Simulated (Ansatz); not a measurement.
Fe:

```
Fe
1.0
    -1.44300    1.44300    1.44300
     1.44300   -1.44300    1.44300
     1.44300    1.44300   -1.44300
Fe
1
Direct
  0.00000 0.00000 0.00000
```

```yaml
Program: Ansatz 0.2.0
Task: single point
Functional: PBE
Potentials_or_basis: Ansatz PAW
Cutoff: "420 eV (not typed: the program's choice for these potentials)"
k_mesh: 13 × 13 × 13
Occupations: fermi-dirac, width 0.05 eV
Spin: collinear spin, ferromagnetic start
Starting_moments: "[3.0] μB"
```

On this cell: pressure -9.5 GPa; net moment 2.25 μB per cell; site moments Fe +2.31 μB; band gap on the k mesh none (metal or under the smearing width).

The same run follows on a disturbed copy (cell strained at random at fixed volume):

```
Fe
1.0
    -1.48153    1.43424    1.45901
     1.46753   -1.43096    1.44173
     1.45354    1.40297   -1.45574
Fe
1
Direct
  0.98721 0.99305 0.98531
```

Task: What changes?

Result: The energy (extrapolated to zero smearing) moves by +3.0 meV/atom; pressure -9.3 GPa; net moment 2.25 μB per cell; site moments Fe +2.31 μB; band gap on the k mesh none (metal or under the smearing width).

Stress tensor (GPa, compression positive):
```
-10.43   1.40   0.62
  1.40  -7.75  -0.05
  0.62  -0.05  -9.81
```
